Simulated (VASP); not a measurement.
Crystal: Ge.

```
CELL_PARAMETERS angstrom
3.99759 0.00000 0.00000
-1.99879 3.46201 0.00000
0.00000 0.00000 6.59938
ATOMIC_POSITIONS crystal
Ge 0.33333 0.66667 0.93710
Ge 0.66667 0.33333 0.43710
Ge 0.33333 0.66667 0.56290
Ge 0.66667 0.33333 0.06290
```

This isn't the form of Ge at room conditions, which is diamond.

| Quantity | Value |
| --- | --- |
| Program | VASP 6.6.1 |
| Task | single point |
| Functional | PBEsol |
| Potentials or basis | VASP PAW PBE potentials, release 64 (Ge_d) |
| Cutoff | 520 eV |
| k mesh | 8 × 8 × 4 |
| Occupations | fermi-dirac, width 0.05 eV |
| Spin | no spin polarisation |

On this cell: pressure -0.1 GPa; largest force 0.005 eV/Å; band gap on the k mesh 0.10 eV, indirect (least direct gap 0.16 eV).

The same run follows on a disturbed copy (atoms moved at random, drawn with an rms of 0.05 Å):

```
Ge
1.0
     3.99759    0.00000    0.00000
    -1.99879    3.46201    0.00000
     0.00000    0.00000    6.59938
Ge
4
Direct
  0.32803 0.66489 0.93959
  0.67763 0.33919 0.43330
  0.34363 0.67052 0.56725
  0.67313 0.32691 0.06117
```

Question: What changes?

Answer: The energy moves by +7.7 meV/atom; pressure 0.0 GPa; largest force 0.627 eV/Å; band gap on the k mesh 0.09 eV, indirect (least direct gap 0.11 eV).

Forces in eV/Å, atoms in the order of the input:
```
Ge   0.598 -0.135 -0.128
Ge   0.028 -0.082  0.392
Ge  -0.043  0.062 -0.380
Ge  -0.584  0.155  0.116
```

Stress tensor (GPa, compression positive):
```
-0.18  0.72 -0.55
 0.72  0.04  0.19
-0.55  0.19  0.14
```

Caveats: the PAW data sets were made with another functional, which shifts forces and pressure a little.

A k mesh can miss the band edges.
